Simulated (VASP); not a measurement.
Write the native input for VASP 6.6.1 that does the following.

```yaml
Task: single point
Functional: PBE
Potentials_or_basis: VASP PAW PBE potentials, release 54 (W_sv)
Cutoff: 520 eV
k_mesh: 11 × 11 × 11
Occupations: gaussian, width 0.02 eV
Spin: no spin polarisation
Further_INCAR_settings: ALGO = Normal; EDIFF = 1e-07; NBANDS = 13
```

The structure of W lies in POSCAR:

```
W
2.8709
    0.000000000000      0.707095335957      0.707095335957
    0.707095335957      0.000000000000      0.707095335957
    0.707095335957      0.707095335957      0.000000000000
W
1
Direct
    0.0000000000      0.0000000000      0.0000000000
```

This isn't the form of W at room conditions, which is bcc.

These files were run (other wordings do the same):

INCAR

```
SYSTEM = W
ALGO = Normal ; EDIFF = 1E-7
ENCUT = 520 ; GGA = PE
ISIF = 2 ; ISMEAR = 0
LASPH = .TRUE. ; LCHARG = .FALSE.
LREAL = .FALSE. ; LWAVE = .FALSE.
NBANDS = 13 ; NELM = 100
PREC = Accurate ; SIGMA = 0.02
```

KPOINTS

```
k-points
0
G
  11 11 11
  0 0 0
```

Potentials or basis: VASP PAW PBE potentials, release 54 (W_sv).

Launch:

```sh
$ cat potpaw_PBE.54/W_sv/POTCAR > POTCAR
$ mpirun -np 1 vasp_std > vasp.out
```

Results of the run:

* Pressure: -4.5 GPa
* Band gap on the k mesh: none (metal or under the smearing width)

Run time: 22 s on 1 thread of AMD EPYC 7571, with other jobs on the host, peak memory 0.11 GiB.
